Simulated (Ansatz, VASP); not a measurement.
CdSe in VASP and in Ansatz

```
Cd Se
1.0
     0.00000    2.87396    2.87396
     2.87396    0.00000    2.87396
     2.87396    2.87396    0.00000
Cd Se
1 1
Direct
  0.00000 0.00000 0.00000
  0.51740 0.51740 0.48260
```

Change from the starting cell: all Se atoms moved -0.100 Å, as atom 2 towards its neighbour atom 1 (Cd) at 2.874 Å.

Alike in both runs: task single point; functional LDA; k mesh 14 × 14 × 14; occupations gaussian, width 0.15 eV; no spin polarisation.

```csv
,VASP,Ansatz
version,VASP 6.6.1,Ansatz 0.2.0
potentials or method,"VASP PAW LDA potentials, release 64 (Cd, Se)","scalar-relativistic, plane waves, PAW"
plane-wave cutoff (eV),520,420
valence electrons in the cell,18,36
```

|  | VASP | Ansatz | Ansatz less VASP |
| --- | --- | --- | --- |
| gap on the k mesh at the Fermi level (eV) | none | none | - |
| pressure (GPa) | -5.4 | -5.9 | -0.43 |
| largest component of the traceless stress (GPa) | 0.48 | 0.46 | -0.017 |
| rms of the force components (eV/Å) | 0.046 | 0.040 | -0.0067 |

Atom by atom the forces differ by 0.007 eV/Å (rms over components). A gap of «none» marks a metal or a gap that the smearing closes. The two sets of potentials don't hold the same shells in valence.
